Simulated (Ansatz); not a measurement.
A run of Ansatz 0.2.0 is set up as follows.

input.yaml

```yaml
crystal:
  lattice:
    - [3.091546, 0.0, 0.0]
    - [0.0, 3.091546, 0.0]
    - [0.0, 0.0, 3.091546]
  atoms:
    - { symbol: Pt, position: [0.5, 0.5, 0.5] }
    - { symbol: Al, position: [0.0, 0.0, 0.0] }
hamiltonian:
  xc: r2scan
  pseudopotentials: { kind: paw }
kpoints:
  mp_grid: { grid: [9, 9, 9] }
scf:
  occupations: { method: fermi_dirac, width: 0.05 }
output:
  forces: true
  stress: true
  eigenvalues: true
relax:
  f_tol: 0.01
  max_steps: 40
  cell: { stress_tol: 0.05, p_target: 10.0 }
```

Potentials or basis: Ansatz PAW.

Launch:

```console
$ ansatz run input.yaml --threads 2 --pin off --max-ram 5632MiB --backend cpu --events-out ev --progress --plain --runs-dir out
```

Task: Predict the space group after relaxing (to 0.05 Å).

Result: Pm-3m (No. 221).

Task: What does it give for the band gap on the k mesh?

Result: None (metal or under the smearing width).

Task: What does it give for the relaxed volume?

Result: 13.79 Å³/atom.

Final structure:
```
Pt Al
1.0
     3.02123    0.00000    0.00000
     0.00000    3.02123    0.00000
     0.00000    0.00000    3.02123
Pt Al
1 1
Direct
  0.50000 0.50000 0.50000
  0.00000 0.00000 0.00000
```

Caveat: the PAW data sets come from PBE, with cores solved anew for the run's functional, which leaves a small shift of forces and pressure. The run has no spin-orbit coupling, so splittings on Pt are missing.
